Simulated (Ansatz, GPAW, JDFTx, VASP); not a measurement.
W: programs and potentials compared

```
CELL_PARAMETERS angstrom
-1.58234 1.58234 1.58234
1.58234 -1.58234 1.58234
1.58234 1.58234 -1.58234
ATOMIC_POSITIONS crystal
W 0.00000 0.00000 0.00000
```

Alike in all runs: task single point; functional LDA; k mesh 12 × 12 × 12; occupations gaussian, width 0.05 eV; no spin polarisation; no spin-orbit coupling. LDA stands for any of its common fits. Pressure is positive in compression and, in plane waves, holds the error of the finite cutoff.

| program and potentials | plane-wave cutoff (eV) | notes | band gap (eV) | pressure (GPa) |
| --- | --- | --- | --- | --- |
| JDFTx, PseudoDojo-SR-LDA-0.4.1-standard with smoothed tails | 952 | - | no gap | -9.88 |
| GPAW, the program's PAW data sets (release 1.2.1) made for this functional | 600 | - | ? | ? |
| Ansatz, all-electron LAPW, scalar-relativistic | - | - | no gap | -8.99 |
| VASP, LDA PAW files W_sv, 520 eV | 520 | - | no gap | -7.36 |

Task: Estimate from the other rows what the run with GPAW, the program's PAW data sets (release 1.2.1) made for this functional gave.

Result: No band gap; pressure -9.92 GPa. The other rows, which needn't bracket it: pressure -9.88 to -7.36.
